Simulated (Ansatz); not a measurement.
Does relaxation matter for the field gradients of FeS2?

Start: a measured structure from the Crystallography Open Database (COD), atoms as given.

```cif
data_FeS2
_symmetry_space_group_name_H-M 'Pa-3'
_symmetry_Int_Tables_number 205
_cell_length_a 5.4179
_cell_length_b 5.4179
_cell_length_c 5.4179
_cell_angle_alpha 90.000
_cell_angle_beta 90.000
_cell_angle_gamma 90.000
loop_
_atom_site_label
_atom_site_type_symbol
_atom_site_symmetry_multiplicity
_atom_site_Wyckoff_symbol
_atom_site_fract_x
_atom_site_fract_y
_atom_site_fract_z
Fe Fe 4 a 0.0000 0.0000 0.0000
S S 8 c 0.3840 0.3840 0.3840
```

One atom of each set is listed.

Level of theory: DFT, PBE, plane waves and PAW, scalar-relativistic, collinear spin, 420 eV cutoff, Γ-centred 8×8×8 k-points, Fermi–Dirac smearing 0.05 eV (Ansatz 0.2.0). Start moments as typed (μB): 3 on each Fe, none on the rest.

The largest force at the start is 0.19 eV/Å. Relaxing the ions at fixed cell moves them by 0.012 Å at most (atom 6, S) and 0.010 Å rms. End positions:

Fe (0.0000, 0.0000, 0.0000)
S (0.3827, 0.3827, 0.3827)

```json
{"site": "Fe", "moved (Å)": "0.000", "first shell before": "6 S at 2.26 Å", "first shell after": "6 S at 2.26 Å", "V_zz before (10²¹ V/m²)": "-3.81", "η before": "0.00"}
{"site": "S", "moved (Å)": "0.012", "first shell before": "1 S at 2.18 Å, 3 Fe at 2.26 Å", "first shell after": "1 S at 2.20 Å, 3 Fe at 2.26 Å", "V_zz before (10²¹ V/m²)": "14.46", "η before": "0.00"}
```

(1) What are V_zz and η after the relaxation?

Results:

(1) 

```csv
site,V_zz after,η after,change of V_zz
Fe,-3.97,0.00,-0.16
S,14.25,0.00,-0.21
```

The largest change of V_zz is on S, from 14.46 to 14.25. In per cent, |V_zz| changes by +4 on Fe, -1 on S (all sites that start above 0.5).

With these PAW files V_zz is typically within 2 to 3 % of all-electron values, but misses above 10 % occur on Fe. The start moments die out, and the run ends without spin.
After: With a gap of 0.4 eV on this mesh, the gradients can still move by some per cent as the k-mesh gets denser.
